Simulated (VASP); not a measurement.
Input of a VASP 6.6.1 run:

INCAR

```
SYSTEM = Pb
PREC = Accurate ; ENCUT = 520
EDIFF = 1E-8 ; ISMEAR = -1
SIGMA = 0.08 ; LREAL = .FALSE.
LASPH = .TRUE. ; NELM = 100
ALGO = Fast ; ISIF = 2
LWAVE = .FALSE. ; LCHARG = .FALSE.
GGA = PS ; LEFG = .TRUE.
NBANDS = 21
```

Contents of KPOINTS:

```
Automatic mesh
0
G
  14 14 8
  0 0 0
```

POSCAR

```
Pb
1.0
    3.5257954250      0.0000000000      0.0000000000
   -1.7628977125      3.0534284065      0.0000000000
    0.0000000000      0.0000000000      5.6635610674
Pb
2
Direct
    0.3333333333      0.6666666667      0.2500000000
    0.6666666667      0.3333333333      0.7500000000
```

Potentials or basis: VASP PAW PBE potentials, release 64 (Pb_d).

Run with:

```bash
$ cat potpaw_PBE.64/Pb_d/POTCAR > POTCAR
$ mpirun -np 1 vasp_std > vasp.out
```

(1) Predict the pressure.

(2) Predict the band gap on the k mesh.

Answers

(1) -0.9 GPa.

(2) none (metal or under the smearing width).

Caveat: the PAW data sets were made with another functional, which shifts forces and pressure a little.
